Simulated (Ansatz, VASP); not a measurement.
## Two plane-wave programs on KBr

Contents of INCAR:

```
SYSTEM = KBr
PREC = Accurate
ENCUT = 520
EDIFF = 1E-6
ISMEAR = 0
SIGMA = 0.05
LREAL = .False.
LASPH = .True.
NELM = 100
ALGO = Normal
ISIF = 2
LWAVE = .False.
LCHARG = .False.
GGA = PS
NBANDS = 15
```

The input KPOINTS:

```
regular mesh
0
Gamma
  4 4 4
  0 0 0
```

POSCAR

```
KBr
1.0
    0.0000000000      3.3327702772      3.3327702772
    3.3327702772      0.0000000000      3.3327702772
    3.3327702772      3.3327702772      0.0000000000
K Br
1 1
Direct
    0.0000000000      0.0000000000      0.0000000000
    0.5000000000      0.5000000000      0.5000000000
```

Input for Ansatz:

```yaml
crystal:
  lattice:
    - [0.0, 3.3327702772, 3.3327702772]
    - [3.3327702772, 0.0, 3.3327702772]
    - [3.3327702772, 3.3327702772, 0.0]
  atoms:
    - { symbol: K, position: [0.0, 0.0, 0.0] }
    - { symbol: Br, position: [0.5, 0.5, 0.5] }
basis:
  ecutwfc: 420
kpoints:
  mp_grid: { grid: [4, 4, 4] }
hamiltonian:
  xc: pbesol
scf:
  occupations: { method: gaussian, width: 0.05 }
output:
  forces: true
  stress: true
  eigenvalues: true
```

The cell was built by a generator and isn't the measured one.

Alike in both runs: task single point; functional PBEsol; k mesh 4 × 4 × 4; occupations gaussian, width 0.05 eV; no spin polarisation.

```csv
,VASP,Ansatz
version,VASP 6.6.1,Ansatz 0.2.0
potentials or method,"VASP PAW PBE potentials, release 64 (K_sv, Br)","scalar-relativistic, plane waves, PAW"
plane-wave cutoff (eV),520,420
valence electrons in the cell,16,16
```

|  | VASP | Ansatz | Ansatz less VASP |
| --- | --- | --- | --- |
| gap on the k mesh at the Fermi level (eV) | 4.21 | 4.21 | +0.003 |
| least direct gap on the mesh (eV) | 4.21 | 4.21 | +0.003 |
| pressure (GPa) | -0.7 | -0.7 | -0.04 |

With one functional, cell and mesh, what is left measures potentials, basis and numerics.

Caveats: the PAW data sets were made with another functional, which shifts forces and pressure a little (VASP).
